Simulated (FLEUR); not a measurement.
# Fixed-spin-moment curve of MnO2 with FLEUR, part 2 of 2

Aim: the energy of MnO2 as a function of its total spin moment.

FLEUR MaX-R8.1; PBE; all-electron FLAPW, Dirac cores, scalar-relativistic bands.

So far. Step 2 (The free run): After 22 cycles the largest moment stands at 2.83 μB. Step 3 (No spin polarisation): Its energy lies +1180.3 meV a cell from the free run's.

**4. Moment fixed at 2.7 μB**

Two Fermi energies hold the total moment; the run starts from the free run's density.

Input file inp.xml:

```
<?xml version="1.0" encoding="UTF-8" standalone="no"?>
<fleurInput fleurInputVersion="0.39">
   <comment>
      MnO2
   </comment>
   <calculationSetup>
      <cutoffs Kmax="4.4" Gmax="13.2" GmaxXC="13.2" numbands="0"/>
      <scfLoop itmax="130" minDistance="0.00002" maxIterBroyd="15" imix="Anderson" alpha="0.05" precondParam="0.0" spinf="2.0" sdNocoIR="T"/>
      <coreElectrons ctail="T" frcor="F" kcrel="0" coretail_lmax="0"/>
      <xcFunctional name="pbe" relativisticCorrections="F"/>
      <magnetism jspins="2" fixed_moment="2.7"/>
      <soc l_soc="F" theta="0.0" phi="0.0" spav="F"/>
      <expertModes spex="0" secvar="F"/>
      <geometryOptimization l_f="F" forcealpha="1.0" forcemix="BFGS" epsdisp="0.00001" epsforce="0.00001"/>
      <ldaU l_linMix="F" mixParam="0.05" spinf="1.0"/>
   </calculationSetup>
   <cell>
      <bzIntegration valenceElectrons="27.0" mode="hist" fermiSmearingEnergy="0.00110248">
         <kPointListSelection listName="default-1"/>
         <xi:include xmlns:xi="http://www.w3.org/2001/XInclude" href="kpts.xml"> </xi:include>
      </bzIntegration>
      <xi:include xmlns:xi="http://www.w3.org/2001/XInclude" href="sym.xml"> </xi:include>
      <bulkLattice scale="1.0">
         <bravaisMatrix>
            <row-1>    5.3981504145398009    -0.0000000000188973     0.0000000000000000</row-1>
            <row-2>   -2.6990752072510031     4.6749353924648362     0.0000000000000000</row-2>
            <row-3>    0.0000000000000000     0.0000000000000000     8.6953367681600700</row-3>
         </bravaisMatrix>
      </bulkLattice>
   </cell>
   <atomSpecies>
      <species name="Manganese 4.500" element="Mn" atomicNumber="25">
         <mtSphere radius="2.24" gridPoints="741" logIncrement="0.016"/>
         <atomicCutoffs lmax="8" lnonsphr="6"/>
         <electronConfig flipSpins="F">
            <coreConfig>(1s1/2) (2s1/2) (2p1/2) (2p3/2)</coreConfig>
            <valenceConfig>(3s1/2) (3p1/2) (3p3/2) (4s1/2) (3d3/2) (3d5/2)</valenceConfig>
            <stateOccupation state="(3d3/2)" spinUp="1.75" spinDown="0.25"/>
            <stateOccupation state="(3d5/2)" spinUp="3.0" spinDown="0.0"/>
         </electronConfig>
         <energyParameters s="4" p="4" d="3" f="4"/>
         <lo type="SCLO" l="0" n="3" eDeriv="0"/>
         <lo type="SCLO" l="1" n="3" eDeriv="0"/>
      </species>
      <species name="Oxygen (O)" element="O" atomicNumber="8">
         <mtSphere radius="1.27" gridPoints="421" logIncrement="0.025"/>
         <atomicCutoffs lmax="6" lnonsphr="4"/>
         <electronConfig flipSpins="F">
            <coreConfig>(1s1/2)</coreConfig>
            <valenceConfig>(2s1/2) (2p1/2) (2p3/2)</valenceConfig>
            <stateOccupation state="(2p1/2)" spinUp="0.666667" spinDown="0.666667"/>
            <stateOccupation state="(2p3/2)" spinUp="1.333333" spinDown="1.333333"/>
         </electronConfig>
         <energyParameters s="2" p="2" d="3" f="4"/>
      </species>
   </atomSpecies>
   <atomGroups>
      <atomGroup species="Manganese 4.500">
         <relPos label="                   1">.0000000000 .0000000000 1.000/2.000</relPos>
         <force calculate="T" relaxXYZ="TTT"/>
      </atomGroup>
      <atomGroup species="Oxygen (O)">
         <relPos label="                   2">-1.000/3.000 1.000/3.000 .2937074300</relPos>
         <relPos label="                   3">1.000/3.000 -1.000/3.000 -.2937074300</relPos>
         <force calculate="T" relaxXYZ="TTT"/>
      </atomGroup>
   </atomGroups>
   <output dos="F" band="F" slice="F">
      <bandDOS minEnergy="-.5*Htr" maxEnergy="0.5*Htr" sigma="0.015" storeEVData="T"/>
      <plotting iplot="0" polar="F">
         <plot TwoD="T" vec1="  1.0  0.0  0.0" vec2="  0.0  1.0  0.0" vec3="  0.0  0.0  1.0" zero="  0.0  0.0  0.0" file="plot"/>
      </plotting>
      <moessbauerParams electricFieldGradient="F" isomerShift="F" coreHyperfine="F" valenceHyperfine="F"/>
   </output>
</fleurInput>
```

Run with:

```console
$ OMP_NUM_THREADS=1 mpirun -n 2 fleur_MPI > fleur.log
```

Output:

```text
[banner, memory and clock lines left out]
Welcome to FLEUR        (www.flapw.de)
      MaX-Release 8.1          (www.max-centre.eu)

 ========== k-point set info ==========
 Selected k-point list: default-1
 k-point list type: mesh
 0 x 0 x 0
 Number of k points: 66

 [... set-up left out ...]
 Iteration:     1   Distance:       4.85851753 me/bohr^3
 Iteration:     2   Distance:       4.65707867 me/bohr^3
 Iteration:     3   Distance:       3.20960905 me/bohr^3
 Iteration:     4   Distance:       0.43209893 me/bohr^3
 Iteration:     5   Distance:       0.42065126 me/bohr^3
 Iteration:     6   Distance:       0.22030702 me/bohr^3
 Iteration:     7   Distance:       0.22249468 me/bohr^3
 Iteration:     8   Distance:       0.09128255 me/bohr^3
[... lines left out ...]
 Iteration:    18   Distance:       0.00040117 me/bohr^3
 Iteration:    19   Distance:       0.00011428 me/bohr^3
 Iteration:    20   Distance:       0.00026755 me/bohr^3
 Iteration:    21   Distance:       0.00009356 me/bohr^3
 Iteration:    22   Distance:       0.00002247 me/bohr^3
 Iteration:    23   Distance:       0.00001173 me/bohr^3

 ********************************************************************
 Run finished successfully
 Stop message:
   all done
 ********************************************************************

--- out.xml (last complete iteration) ---
<iteration numberForCurrentRun="   23" overallNumber="   45">
         [... left out ...]
         <bandgap value="0.0084325291" units="eV"/>
         <sumValenceSingleParticleEnergies value="-8.2830033952" units="Htr"/>
         <bandgap value="0.0000331863" units="eV"/>
         <sumValenceSingleParticleEnergies value="-16.3836511584" units="Htr"/>
         <FermiEnergy value="0.2151632732" units="Htr"/>
         <FixedTotalMoment fermiEnergyUp="0.1722882009" fermiEnergyDown="0.2151632732" units="Htr"/>
         [... left out ...]
         <magneticMomentsInMTSpheres units="muBohr">
            <globalMagMoment atomType="1" vec="0.00000   0.00000   2.58690"/>
            <globalMagMoment atomType="2" vec="0.00000   0.00000   0.02191"/>
         </magneticMomentsInMTSpheres>
         [... left out ...]
         <totalEnergy value="    -1309.1431231793" units="Htr">
            <sumOfEigenvalues value="     -752.4043292356">
               <coreElectrons value="-736.0206780772"/>
               <valenceElectrons value="-16.3836511584"/>
            </sumOfEigenvalues>
         [... left out ...]
            <freeEnergy value="-1309.1433780779"/>
            <extrapolationTo0K value="-1309.1432506286"/>
         </totalEnergy>
         <densityConvergence units="me/bohr^3">
            <chargeDensity spin="1" distance="0.0000055096"/>
            <chargeDensity spin="2" distance="0.0000102369"/>
            <overallChargeDensity distance="0.0000117344"/>
            <spinDensity distance="0.0000115153"/>
         </densityConvergence>
      </iteration>
```

Wall time 43 s (2 MPI ranks of Arm Neoverse V2, shared host); peak memory 0.13 GiB.

Read from the output:

```yaml
magnetization: 2.7 μB
```

Its energy lies +158.4 meV a cell from the free run's.

**5. Moment fixed at 3.375 μB**

inp.xml: that of step 4 with these lines changed.

```diff
@@ -10,3 +10,3 @@
       <xcFunctional name="pbe" relativisticCorrections="F"/>
-      <magnetism jspins="2" fixed_moment="2.7"/>
+      <magnetism jspins="2" fixed_moment="3.375"/>
       <soc l_soc="F" theta="0.0" phi="0.0" spav="F"/>
```

Output:

```text
[banner, memory and clock lines left out]
Welcome to FLEUR        (www.flapw.de)
      MaX-Release 8.1          (www.max-centre.eu)

 ========== k-point set info ==========
 Selected k-point list: default-1
 k-point list type: mesh
 0 x 0 x 0
 Number of k points: 66

 [... set-up left out ...]
 Iteration:     1   Distance:       4.71005812 me/bohr^3
 Iteration:     2   Distance:       4.41400873 me/bohr^3
 Iteration:     3   Distance:       3.38962493 me/bohr^3
 Iteration:     4   Distance:       0.84812240 me/bohr^3
 Iteration:     5   Distance:       0.29086137 me/bohr^3
[...]
<sumOfEigenvalues value="     -752.1841356962">
               <coreElectrons value="-735.8899023632"/>
               <valenceElectrons value="-16.2942333331"/>
            </sumOfEigenvalues>
         [... left out ...]
            <freeEnergy value="-1309.1298187779"/>
            <extrapolationTo0K value="-1309.1297123554"/>
         </totalEnergy>
         <densityConvergence units="me/bohr^3">
            <chargeDensity spin="1" distance="0.0000060360"/>
            <chargeDensity spin="2" distance="0.0000078147"/>
            <overallChargeDensity distance="0.0000075750"/>
            <spinDensity distance="0.0000117313"/>
         </densityConvergence>
      </iteration>
```

Elapsed: 32 s, on 2 MPI ranks; peak memory 0.13 GiB.

Numbers from this step:

| Item | Value |
| --- | --- |
| magnetization | 3.375 μB |

Its energy lies +527.4 meV a cell from the free run's.

**6. Moment fixed at 2.025 μB**

inp.xml: that of step 5 with these lines changed.

```diff
@@ -10,3 +10,3 @@
       <xcFunctional name="pbe" relativisticCorrections="F"/>
-      <magnetism jspins="2" fixed_moment="3.375"/>
+      <magnetism jspins="2" fixed_moment="2.025"/>
       <soc l_soc="F" theta="0.0" phi="0.0" spav="F"/>
```

Output:

```text
[banner, memory and clock lines left out]
Welcome to FLEUR        (www.flapw.de)
      MaX-Release 8.1          (www.max-centre.eu)

 ========== k-point set info ==========
 Selected k-point list: default-1
 k-point list type: mesh
 0 x 0 x 0
 Number of k points: 66

 [... set-up left out ...]
 Iteration:     1   Distance:      15.49844497 me/bohr^3
 Iteration:     2   Distance:      14.97889911 me/bohr^3
 Iteration:     3   Distance:      12.06549153 me/bohr^3
 Iteration:     4   Distance:       2.64193216 me/bohr^3
 Iteration:     5   Distance:       2.40702936 me/bohr^3
[...]
<sumOfEigenvalues value="     -752.3780190252">
               <coreElectrons value="-736.0285787293"/>
               <valenceElectrons value="-16.3494402960"/>
            </sumOfEigenvalues>
         [... left out ...]
            <freeEnergy value="-1309.1306186066"/>
            <extrapolationTo0K value="-1309.1305234079"/>
         </totalEnergy>
         <densityConvergence units="me/bohr^3">
            <chargeDensity spin="1" distance="0.0000081686"/>
            <chargeDensity spin="2" distance="0.0000107461"/>
            <overallChargeDensity distance="0.0000155924"/>
            <spinDensity distance="0.0000110130"/>
         </densityConvergence>
      </iteration>
```

Run time: 60 s. Hardware: 2 MPI ranks; peak memory 0.13 GiB.

Numbers from this step:

| Quantity | Value |
| --- | --- |
| magnetization | 2.025 μB |

Its energy lies +505.6 meV a cell from the free run's.

**7. Another try**

An input with a fault is tried, to see how the program answers.

Input file inp.xml:

```
<?xml version="1.0" encoding="UTF-8" standalone="no"?>
<fleurInput fleurInputVersion="0.39">
   <comment>
      MnO2
   </comment>
   <calculationSetup>
      <cutoffs Kmax="4.4" Gmax="13.2" GmaxXC="13.2" numbands="0"/>
      <scfLoop itmax="60" minDistance="0.00002" maxIterBroyd="15" imix="straight" alpha="0.003" precondParam="0.0" spinf="2.0" sdNocoIR="T"/>
      <coreElectrons ctail="T" frcor="F" kcrel="0" coretail_lmax="0"/>
      <xcFunctional name="pbe" relativisticCorrections="F"/>
      <magnetism jspins="2"/>
      <soc l_soc="F" theta="0.0" phi="0.0" spav="F"/>
      <expertModes spex="0" secvar="F"/>
      <geometryOptimization l_f="F" forcealpha="1.0" forcemix="BFGS" epsdisp="0.00001" epsforce="0.00001"/>
      <ldaU l_linMix="F" mixParam="0.05" spinf="1.0"/>
   </calculationSetup>
   <cell>
      <bzIntegration valenceElectrons="27.0" mode="hist" fermiSmearingEnergy="0.00110248">
         <kPointListSelection listName="default-1"/>
         <xi:include xmlns:xi="http://www.w3.org/2001/XInclude" href="kpts.xml"> </xi:include>
      </bzIntegration>
      <xi:include xmlns:xi="http://www.w3.org/2001/XInclude" href="sym.xml"> </xi:include>
      <bulkLattice scale="1.0">
         <bravaisMatrix>
            <row-1>    5.3981504145398009    -0.0000000000188973     0.0000000000000000</row-1>
            <row-2>   -2.6990752072510031     4.6749353924648362     0.0000000000000000</row-2>
            <row-3>    0.0000000000000000     0.0000000000000000     8.6953367681600700</row-3>
         </bravaisMatrix>
      </bulkLattice>
   </cell>
   <atomSpecies>
      <species name="Manganese 4.500" element="Mn" atomicNumber="25">
         <mtSphere radius="2.24" gridPoints="741" logIncrement="0.016"/>
         <atomicCutoffs lmax="8" lnonsphr="6"/>
         <electronConfig flipSpins="F">
            <coreConfig>(1s1/2) (2s1/2) (2p1/2) (2p3/2)</coreConfig>
            <valenceConfig>(3s1/2) (3p1/2) (3p3/2) (4s1/2) (3d3/2) (3d5/2)</valenceConfig>
            <stateOccupation state="(3d3/2)" spinUp="1.75" spinDown="0.25"/>
            <stateOccupation state="(3d5/2)" spinUp="3.0" spinDown="0.0"/>
         </electronConfig>
         <energyParameters s="4" p="4" d="3" f="4"/>
         <lo type="SCLO" l="0" n="3" eDeriv="0"/>
         <lo type="SCLO" l="1" n="3" eDeriv="0"/>
      </species>
      <species name="Oxygen (O)" element="O" atomicNumber="8">
         <mtSphere radius="1.27" gridPoints="421" logIncrement="0.025"/>
         <atomicCutoffs lmax="6" lnonsphr="4"/>
         <electronConfig flipSpins="F">
            <coreConfig>(1s1/2)</coreConfig>
            <valenceConfig>(2s1/2) (2p1/2) (2p3/2)</valenceConfig>
            <stateOccupation state="(2p1/2)" spinUp="0.666667" spinDown="0.666667"/>
            <stateOccupation state="(2p3/2)" spinUp="1.333333" spinDown="1.333333"/>
         </electronConfig>
         <energyParameters s="2" p="2" d="3" f="4"/>
      </species>
   </atomSpecies>
   <atomGroups>
      <atomGroup species="Manganese 4.500">
         <relPos label="                   1">.0000000000 .0000000000 1.000/2.000</relPos>
         <force calculate="T" relaxXYZ="TTT"/>
      </atomGroup>
      <atomGroup species="Oxygen (O)">
         <relPos label="                   2">-1.000/3.000 1.000/3.000 .2937074300</relPos>
         <relPos label="                   3">1.000/3.000 -1.000/3.000 -.2937074300</relPos>
         <force calculate="T" relaxXYZ="TTT"/>
      </atomGroup>
   </atomGroups>
   <output dos="F" band="F" slice="F">
      <bandDOS minEnergy="-.5*Htr" maxEnergy="0.5*Htr" sigma="0.015" storeEVData="T"/>
      <plotting iplot="0" polar="F">
         <plot TwoD="T" vec1="  1.0  0.0  0.0" vec2="  0.0  1.0  0.0" vec3="  0.0  0.0  1.0" zero="  0.0  0.0  0.0" file="plot"/>
      </plotting>
      <moessbauerParams electricFieldGradient="F" isomerShift="F" coreHyperfine="F" valenceHyperfine="F"/>
   </output>
</fleurInput>
```

Input file crystal.txt:

```
MnO2
&input film=F cartesian=F /
2.85657818044  -0.00000000001  0.00000000000
-1.42828909021  2.47386927217  0.00000000000
0.00000000000  0.00000000000  4.60137405890
1.8897261246
1.0 1.0 1.0

3
25 0.00000000000  0.00000000000  0.50000000000 : 4.500
8 0.66666666667  0.33333333333  0.29370743000
8 0.33333333333  0.66666666667  0.70629257000

&kpt div1=8 div2=8 div3=8 gamma=T /
```

Run with:

```console
$ OMP_NUM_THREADS=1 inpgen -f crystal.txt > inpgen.log  # inp.xml is then edited as shown
$ OMP_NUM_THREADS=1 mpirun -n 2 fleur_MPI > fleur.log
```

Output:

```text
[banner, memory and clock lines left out]
Welcome to FLEUR        (www.flapw.de)
      MaX-Release 8.1          (www.max-centre.eu)

 ========== k-point set info ==========
 Selected k-point list: default-1
 k-point list type: mesh
 0 x 0 x 0
 Number of k points: 66

 [... set-up left out ...]
 Iteration:     1   Distance:      38.49620306 me/bohr^3
 Iteration:     2   Distance:      37.81625656 me/bohr^3
 Iteration:     3   Distance:      37.14542913 me/bohr^3
 Iteration:     4   Distance:      36.48383119 me/bohr^3
 Iteration:     5   Distance:      35.83157049 me/bohr^3
 Iteration:     6   Distance:      35.18875160 me/bohr^3
 Iteration:     7   Distance:      34.55547506 me/bohr^3
 Iteration:     8   Distance:      33.93183713 me/bohr^3
[... lines left out ...]
[... 40 iterations left out ...]
[... lines left out ...]
 Iteration:    55   Distance:      23.42658101 me/bohr^3
 Iteration:    56   Distance:      23.34955930 me/bohr^3
 Iteration:    57   Distance:      23.27409974 me/bohr^3
 Iteration:    58   Distance:      23.20016173 me/bohr^3
 Iteration:    59   Distance:      23.12770530 me/bohr^3
 Iteration:    60   Distance:      23.05669091 me/bohr^3

 ********************************************************************
 Run finished successfully
 Stop message:
   all done
 ********************************************************************

--- out.xml (last complete iteration) ---
<iteration numberForCurrentRun="   60" overallNumber="   60">
         [... left out ...]
         <bandgap value="1.1570403111" units="eV"/>
         <sumValenceSingleParticleEnergies value="-17.0958550714" units="Htr"/>
         <FermiEnergy value="0.1537438741" units="Htr"/>
         [... left out ...]
         <magneticMomentsInMTSpheres units="muBohr">
            <globalMagMoment atomType="1" vec="0.00000   0.00000   3.11187"/>
            <globalMagMoment atomType="2" vec="0.00000   0.00000  -0.07044"/>
         </magneticMomentsInMTSpheres>
         [... left out ...]
         <totalEnergy value="    -1309.1336929615" units="Htr">
            <sumOfEigenvalues value="     -753.3407289031">
               <coreElectrons value="-736.2448738317"/>
               <valenceElectrons value="-17.0958550714"/>
            </sumOfEigenvalues>
         [... left out ...]
            <freeEnergy value="-1309.1336929615"/>
            <extrapolationTo0K value="-1309.1336929615"/>
         </totalEnergy>
         <densityConvergence units="me/bohr^3">
            <chargeDensity spin="1" distance="16.6082237874"/>
            <chargeDensity spin="2" distance="9.8485575057"/>
            <overallChargeDensity distance="14.6302210792"/>
            <spinDensity distance="23.0566909118"/>
         </densityConvergence>
      </iteration>
```

The job ended after 1.8 min (2 MPI ranks; peak memory 0.13 GiB).

The run stopped without converging, so none of its numbers is a property of the system.

The fault in the input: linear mixing far too weak.

After 60 cycles the density distance stands at 23 me/bohr³, falling at every cycle, but slowly.

Each cycle moves so little that the limit comes first; a mixer with history is the cure.

**8. E(M)**

The other moments were run in the same way.

Energy over the lowest against total spin moment:

| total spin moment (μB a cell) | energy over the lowest (meV a cell) |
| --- | --- |
| 0.00 | 1180 |
| 0.68 | 1020 |
| 1.35 | 812 |
| 2.02 | 506 |
| 2.70 | 158 |
| 3.00 | 0 |
| 3.38 | 527 |
| 4.05 | 1664 |

Table of moment, largest sphere moment by total spin moment:

| total spin moment (μB a cell) | moment, largest sphere moment (μB) |
| --- | --- |
| 0.00 | 0 |
| 0.68 | 0.597 |
| 1.35 | 1.28 |
| 2.02 | 1.95 |
| 2.70 | 2.59 |
| 3.00 | 2.83 |
| 3.38 | 2.96 |
| 4.05 | 3.20 |

**9. What came out**

| Property | Result |
| --- | --- |
| moment of the free run | 3 μB a cell |
| moment of the lowest point | 3 μB a cell |
| energy of the spinless run | 1180 meV a cell over the lowest |

The lowest point lies 1180 meV a cell under the spinless run, in free energy at a smearing of 0.03 eV. The point at zero is the spinless run. Opposed orders, which also have no total moment, were not run. The minimum lies at a whole number of μB, where the curve can have a kink, as in crystals whose spin channels fill whole shells.

[Logs and program files are shortened in this print: banners, set-up blocks, solver, clock and traceback lines can be left out without a mark of their own.]

[Logs are printed without paths, hosts, clocks, repeated set-up lines and the standing remarks that a program may print on its own settings, such as how far it seeks lower states.]

[Hosts, paths, dates, database ids (printed as entryN), source tags and the programs' standing remarks are cut or masked in the printed files.]

[Where a cell is said to come from a database of computed structures, the database is the Materials Project.]
